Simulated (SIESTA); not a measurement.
**HgTe (Coloradoite) in SIESTA: the effect of functional**

HgTe (Coloradoite):

```xyz
2
Lattice="0.0000 3.2145 3.2145 3.2145 0.0000 3.2145 3.2145 3.2145 0.0000" Properties=species:S:1:pos:R:3 pbc="T T T"
Hg    0.0000    0.0000    0.0000
Te    4.8217    4.8217    4.8217
```

Alike in all runs:

| Item | Value |
| --- | --- |
| Program | SIESTA 5.4.2 |
| Task | band structure |
| Potentials or basis | PseudoDojo 0.4 standard (PBE files) |
| Basis | DZP (energy shift 0.003 Ry; two zetas on semicore shells) |
| Grid cutoff | 800 Ry |
| Energy shift | 0.003 Ry |
| k mesh | 7 × 7 × 7 |
| Occupations | fermi-dirac, width 0.05 eV |
| Spin | no spin polarisation |

| functional | pressure (GPa) |
| --- | --- |
| PBE | 5.3 |
| vdW-DF | ? |
| vdW-DF2 | 10.0 |
| optB88-vdW | 5.1 |
| vdW-DF-C09 | 2.8 |
| vdW-DF-cx | 3.2 |
| VV10 | 5.6 |

What does the run with functional vdW-DF give?

Pressure 8.0 GPa.

Caveats: short orbitals over semicore shells can move pressures by several GPa; the basis of atomic orbitals isn't converged, which shifts pressures, moduli and gaps; the potentials were made for another functional, which shifts forces and pressure (some runs); the non-local part is tabulated coarsely and may be off by about a percent (some runs).
